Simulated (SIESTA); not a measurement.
# Sb under changes of volume

One of the cells (30.206 Å³/atom); the others are scaled copies at fixed shape and fractional positions:

```
Sb
1.0
     2.15420    1.24373    3.75800
    -2.15420    1.24373    3.75800
     0.00000   -2.48746    3.75800
Sb
2
Cartesian
  0.0000 0.0000 8.6416
  0.0000 0.0000 2.6324
```

| Property | Result |
| --- | --- |
| Program | SIESTA 5.4.2 |
| Functional | LDA |
| Potentials or basis | PseudoDojo 0.4 standard (LDA files) |
| Basis | DZP (energy shift 0.003 Ry; two zetas on semicore shells) |
| Grid cutoff | 500 Ry |
| Energy shift | 0.003 Ry |
| k mesh | 8 × 8 × 8 |
| Occupations | fermi-dirac, width 0.05 eV |
| Spin | no spin polarisation |

```csv
volume (Å³/atom),energy over the lowest point (meV/atom),pressure (GPa),largest force (eV/Å)
28.393,18.64,3.8,0.572
28.998,7.20,2.3,0.452
29.602,1.19,0.9,0.340
30.206,0.00,-0.3,0.234
30.810,3.14,-1.4,0.137
31.414,?,?,?
32.018,20.85,-3.3,0.039
```

Task: What does the run at 31.414 Å³/atom give?

Result: Energy over the lowest point 10.25 meV/atom; pressure -2.4 GPa; largest force 0.046 eV/Å.

Worked out: A Birch-Murnaghan fit of order 3 (a polynomial in V^(-2/3)) to the other rows has its minimum at 30.06 Å³/atom with B0 = V·E''(V) = 59 GPa and B' = 4.2 at fixed shape and positions, which overstates the stiffness. It gives 10.23 meV/atom at 31.414 Å³/atom, against the run's 10.25, and -dE/dV = -2.4 GPa, against -2.4.

Energies are extrapolated to zero smearing.

Caveats: the basis of atomic orbitals isn't converged, which shifts pressures, moduli and gaps.
